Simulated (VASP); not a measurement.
# GaAs (F-43m) in VASP: a series of runs

Aim: see how the results for GaAs move with the level of theory and the settings. Levels: LDA, PBE. Tasks: single point.

All numbers are computed with VASP 6.6.1; they aren't measurements. Logs are shortened: lines on timing, memory, paths and dates and some standing lists are left out, and cuts for length are marked.

## (1) The crystal as given

It takes space group F-43m (No. 216, cubic). The conventional cell has a = 5.782 Å, b = 5.782 Å, c = 5.782 Å, α = 90.00°, β = 90.00°, γ = 90.00°. Ga (site symmetry -43m) has 4 As at 2.50 Å as nearest neighbours. Around As (site symmetry -43m) lie 4 Ga at 2.50 Å.

The cell was built by a generator and isn't the measured one.

## (2) Single point, LDA, non-collinear spin, zero start, spin-orbit coupling

INCAR

```
ALGO     = Fast           # electronic algorithm
EDIFF    = 1E-7           # SCF threshold, eV
ENCUT    = 520            # plane-wave cutoff, eV
GGA      = CA             # functional
GGA_COMPAT= False        
ISIF     = 2              # what is computed and relaxed
ISMEAR   = 0              # smearing method
LASPH    = True           # aspherical terms in the spheres
LCHARG   = True           # write CHGCAR
LORBIT   = 11             # projections on sites
LREAL    = False          # projectors in reciprocal space
LSORBIT  = True           # spin-orbit coupling
LVHAR    = True         
LWAVE    = False          # write WAVECAR
MAGMOM   = 0 0 0 0 0 0    # initial moments
NBANDS   = 30             # bands
NELM     = 80             # most SCF steps
PREC     = Accurate       # precision mode
SIGMA    = 0.02           # smearing width, eV
```

KPOINTS

```
k-points
0
Gamma
  8 8 8
```

POSCAR

```
GaAs
1.0
    0.0000000000      2.8909699827      2.8909699827
    2.8909699827      0.0000000000      2.8909699827
    2.8909699827      2.8909699827      0.0000000000
Ga As
1 1
Direct
    0.0000000000      0.0000000000      0.0000000000
    0.2500000000      0.2500000000      0.2500000000
```

Potentials or basis: VASP PAW LDA potentials, release 64 (Ga_d, As).

Started as:

```console
$ cat potpaw_LDA.64/Ga_d/POTCAR potpaw_LDA.64/As/POTCAR > POTCAR
$ mpirun -np 1 vasp_ncl > vasp.out
```

OUTCAR:

```text
EDIFF = 1E-7
   ENCUT = 520
   GGA = CA
   ISIF = 2
   ISMEAR = 0
   LASPH = True
   LORBIT = 11
   LREAL = False
   LSORBIT = True
   NELM = 80
   PREC = Accurate

 ion  position               nearest neighbor table
   1  0.000  0.000  0.000-   2 2.50   2 2.50   2 2.50   2 2.50
   2  0.250  0.250  0.250-   1 2.50   1 2.50   1 2.50   1 2.50

  LATTYP: Found a face centered cubic cell.
 ALAT       =     5.7819399654

  Lattice vectors:

 A1 = (   0.0000000000,   2.8909699827,   2.8909699827)
 A2 = (   2.8909699827,   0.0000000000,   2.8909699827)
 A3 = (   2.8909699827,   2.8909699827,   0.0000000000)

Analysis of symmetry for initial positions (statically):
=====================================================================
 Subroutine PRICEL returns:
 Original cell was already a primitive cell.

 Routine SETGRP: Setting up the symmetry group for a
 face centered cubic supercell.

 Subroutine GETGRP returns: Found 24 space group operations
 (whereof 24 operations were pure point group operations)
 out of a pool of 48 trial point group operations.

The static configuration has the point symmetry T_d .

Analysis of symmetry for dynamics (positions and initial velocities):
=====================================================================
 Subroutine PRICEL returns:
 Original cell was already a primitive cell.

 Routine SETGRP: Setting up the symmetry group for a
 face centered cubic supercell.

 Subroutine GETGRP returns: Found 24 space group operations
 (whereof 24 operations were pure point group operations)
 out of a pool of 48 trial point group operations.

The dynamic configuration has the point symmetry T_d .

Analysis of structural, dynamic, and magnetic symmetry:
=====================================================================
 Subroutine PRICEL returns:
 Original cell was already a primitive cell.

 Routine SETGRP: Setting up the symmetry group for a
 face centered cubic supercell.

 Subroutine GETGRP returns: Found 24 space group operations
 (whereof 24 operations were pure point group operations)
 out of a pool of 48 trial point group operations.

The overall configuration has the point symmetry T_d .

 Subroutine INISYM returns: Found 24 space group operations
 (whereof 24 operations are pure point group operations),
 and found     1 'primitive' translations

----------------------------------------------------------------------------------------

                                     Primitive cell

  volume of cell :      48.3238

  direct lattice vectors                    reciprocal lattice vectors
     0.000000000  2.890969983  2.890969983    -0.172952332  0.172952332  0.172952332
     2.890969983  0.000000000  2.890969983     0.172952332 -0.172952332  0.172952332
     2.890969983  2.890969983  0.000000000     0.172952332  0.172952332 -0.172952332

  length of vectors
     4.088448958  4.088448958  4.088448958     0.299562226  0.299562226  0.299562226

  position of ions in fractional coordinates (direct lattice)
     0.000000000  0.000000000  0.000000000
     0.250000000  0.250000000  0.250000000

  ion indices of the primitive-cell ions
   primitive index   ion index
                 1           1
                 2           2

----------------------------------------------------------------------------------------

 KPOINTS: k-points

Automatic generation of k-mesh.
 Grid dimensions read from file:
 generate k-points for:    8    8    8

 Generating k-lattice:

  Cartesian coordinates                     Fractional coordinates (reciprocal lattice)
    -0.021619041  0.021619041  0.021619041     0.125000000  0.000000000  0.000000000
[... 77 lines left out ...]
   IMIX   =      4    mixing-type and parameters
     AMIX     =   0.40;   BMIX     =  1.00
     AMIX_MAG =   1.60;   BMIX_MAG =  1.00
  volume/ion in A,a.u.               =      24.16       163.05
  Fermi-wavevector in a.u.,A,eV,Ry     =   1.177910  2.225927 18.877700  1.387472
  Thomas-Fermi vector in A             =   2.314248
   LORBIT       =     11    0 simple, 1 ext, 2 COOP (PROOUT), +10 PAW based schemes
   GGA     = CA    functional components
   LHFCALC =     F    Hartree Fock is set to
   AEXX    =    0.0000 exact exchange contribution
   IVDW    =     0    specifies the selected vdW correction
   LEPSILON=     F    determine dielectric tensor
   LRPA    =     F    only Hartree local field effects (RPA)
 RMM-DIIS sequential band-by-band and
 Gauss-broadening in eV      SIGMA  =   0.02
  energy-cutoff  :      520.00
  volume of cell :       48.32
 maximum number of plane-waves:      2632
   NGX = 15   NGY = 15   NGZ = 15

 number of electron      18.0000001 magnetization       0.0000000      0.0000000      0.0000000

 number of electron      18.0000001 magnetization      -0.0000000     -0.0000000     -0.0000000

 number of electron      18.0000001 magnetization      -0.0000000      0.0000000      0.0000000

 number of electron      18.0000001 magnetization      -0.0000000     -0.0000000      0.0000000

 Free energy of the ion-electron system (eV)
  ---------------------------------------------------
  ext. energy  EPLUGINS =         0.00000000
  ---------------------------------------------------
  free energy    TOTEN  =        -9.57996556 eV

  energy without entropy =       -9.57992148  energy(sigma->0) =       -9.57994352

 E-fermi :   3.2933     XC(G=0):  -9.6186

 val. band max:        3.2933383439   @ k =   0.0000   0.0000   0.0000
 cond. band min:       3.2933385163   @ k =   0.0000   0.0000   0.0000
 fundamental gap:      0.0000001724
 Fermi energy:         3.2933384302

 k-point     1 :       0.0000    0.0000    0.0000
  band No.  band energies     occupation
      1     -11.8867      1.00000
      2     -11.8867      1.00000
      3     -11.8867      1.00000
      4     -11.8867      1.00000
      5     -11.4541      1.00000
      6     -11.4541      1.00000
[... 781 lines left out ...]
     29      14.8376      0.00000
     30      14.8712      0.00000

 [... further k-points ...]

------------------------ aborting loop because EDIFF is reached ----------------------------------------

  FORCE on cell =-STRESS in cart. coord.  units (eV):
  Direction    XX          YY          ZZ          XY          YZ          ZX
  --------------------------------------------------------------------------------------
  -------------------------------------------------------------------------------------
  Total       -1.6115371     -1.6115371     -1.6115371      0.0000000      0.0000000      0.0000000
  in kB      -53.4306132    -53.4306132    -53.4306132      0.0000000      0.0000000      0.0000000
  external PRESSURE =     -53.4306132 kB  Pullay stress =       0.0000000 kB

 VOLUME and BASIS-vectors are now :
 -----------------------------------------------------------------------------
  energy-cutoff  :      520.00
  volume of cell :       48.32
      direct lattice vectors                 reciprocal lattice vectors
     0.000000000  2.890969983  2.890969983    -0.172952332  0.172952332  0.172952332
     2.890969983  0.000000000  2.890969983     0.172952332 -0.172952332  0.172952332
     2.890969983  2.890969983  0.000000000     0.172952332  0.172952332 -0.172952332

 POSITION                                       TOTAL-FORCE (eV/Angst)
 -----------------------------------------------------------------------------------
      0.00000      0.00000      0.00000        -0.000000      0.000000     -0.000000
      1.44548      1.44548      1.44548         0.000000     -0.000000      0.000000
 -----------------------------------------------------------------------------------
    total drift:                                0.000000      0.000000      0.000000

  FREE ENERGIE OF THE ION-ELECTRON SYSTEM (eV)
  ---------------------------------------------------
  free  energy   TOTEN  =        -9.5799655595 eV

  energy  without entropy=       -9.5799214822  energy(sigma->0) =       -9.57994352

 Spin-Orbit-Coupling matrix elements

 Ion:    1  E_soc:     -0.0121208
 l=   1
     0.0000000    -0.0011818    -0.0011818
    -0.0011818     0.0000000    -0.0011818
    -0.0011818    -0.0011818     0.0000000
 l=   2
     0.0000000    -0.0001643     0.0000000    -0.0001643    -0.0006740
    -0.0001643     0.0000000    -0.0005055    -0.0001643    -0.0001685
     0.0000000    -0.0005055     0.0000000    -0.0005055     0.0000000
    -0.0001643    -0.0001643    -0.0005055     0.0000000    -0.0001685
    -0.0006740    -0.0001685     0.0000000    -0.0001685     0.0000000
 l=   3
     0.0000000     0.0000000     0.0000000     0.0000000     0.0000000     0.0000000     0.0000000
     0.0000000     0.0000000     0.0000000     0.0000000     0.0000000     0.0000000     0.0000000
     0.0000000     0.0000000     0.0000000     0.0000000     0.0000000     0.0000000     0.0000000
     0.0000000     0.0000000     0.0000000     0.0000000     0.0000000     0.0000000     0.0000000
     0.0000000     0.0000000     0.0000000     0.0000000     0.0000000     0.0000000     0.0000000
     0.0000000     0.0000000     0.0000000     0.0000000     0.0000000     0.0000000     0.0000000
     0.0000000     0.0000000     0.0000000     0.0000000     0.0000000     0.0000000     0.0000000

 Ion:    2  E_soc:     -0.0264045
 l=   1
     0.0000000    -0.0043940    -0.0043940
    -0.0043940     0.0000000    -0.0043940
    -0.0043940    -0.0043940     0.0000000
 l=   2
     0.0000000    -0.0000033     0.0000000    -0.0000033    -0.0000035
    -0.0000033     0.0000000    -0.0000026    -0.0000033    -0.0000009
     0.0000000    -0.0000026     0.0000000    -0.0000026     0.0000000
    -0.0000033    -0.0000033    -0.0000026     0.0000000    -0.0000009
    -0.0000035    -0.0000009     0.0000000    -0.0000009     0.0000000
 l=   3
     0.0000000     0.0000000     0.0000000     0.0000000     0.0000000     0.0000000     0.0000000
     0.0000000     0.0000000     0.0000000     0.0000000     0.0000000     0.0000000     0.0000000
     0.0000000     0.0000000     0.0000000     0.0000000     0.0000000     0.0000000     0.0000000
     0.0000000     0.0000000     0.0000000     0.0000000     0.0000000     0.0000000     0.0000000
     0.0000000     0.0000000     0.0000000     0.0000000     0.0000000     0.0000000     0.0000000
     0.0000000     0.0000000     0.0000000     0.0000000     0.0000000     0.0000000     0.0000000
     0.0000000     0.0000000     0.0000000     0.0000000     0.0000000     0.0000000     0.0000000

 total charge

# of ion       s       p       d       tot
------------------------------------------
    1        0.898   0.741   9.981  11.620
    2        1.226   1.544   0.026   2.796
--------------------------------------------------
tot          2.124   2.285  10.008  14.416

 magnetization (x)

# of ion       s       p       d       tot
------------------------------------------
    1        0.000  -0.000   0.000  -0.000
    2       -0.000   0.000   0.000  -0.000
--------------------------------------------------
tot         -0.000  -0.000   0.000  -0.000

 magnetization (y)

# of ion       s       p       d       tot
------------------------------------------
    1        0.000   0.000   0.000   0.000
    2        0.000   0.000  -0.000   0.000
--------------------------------------------------
tot          0.000   0.000   0.000   0.000

 magnetization (z)

# of ion       s       p       d       tot
------------------------------------------
    1       -0.000   0.000   0.000  -0.000
    2       -0.000   0.000   0.000  -0.000
--------------------------------------------------
tot         -0.000   0.000   0.000  -0.000
```

Run time: 2.5 min. Hardware: 1 thread of Intel Xeon Platinum 8488C (Sapphire Rapids), shared host; peak memory 0.28 GiB.

What came out:

* Free energy: -9.5800 eV
* Pressure: -5.3 GPa
* Net moment: 0.00 μB per cell
* Valence electrons inside the program's atomic spheres: Ga 11.62; As 2.80

Moments on the atoms (μB; x, y, z):
```
Ga  0.00 0.00 0.00
As  0.00 0.00 0.00
```

## (3) Single point, PBE, non-collinear spin, zero start, spin-orbit coupling

Changes to INCAR since step 2:

```diff
@@ -3,3 +3,3 @@
 ENCUT    = 520            # plane-wave cutoff, eV
-GGA      = CA             # functional
+GGA      = PE             # functional
 GGA_COMPAT= False
```

KPOINTS is that of step 2.

POSCAR is that of step 2.

Potentials or basis: VASP PAW PBE potentials, release 64 (Ga_d, As).

Started as:

```console
$ cat potpaw_PBE.64/Ga_d/POTCAR potpaw_PBE.64/As/POTCAR > POTCAR
$ mpirun -np 1 vasp_ncl > vasp.out
```

Wall time 2.8 min (1 thread of Intel Xeon Platinum 8488C (Sapphire Rapids), shared host); peak memory 0.33 GiB.

The run converged. Its results:

* Free energy: -8.2870 eV
* Pressure: -0.9 GPa
* Net moment: 0.00 μB per cell
* Valence electrons inside the program's atomic spheres: Ga 11.60; As 2.79

Moments on the atoms (μB; x, y, z):
```
Ga  0.00 0.00 0.00
As  0.00 0.00 0.00
```
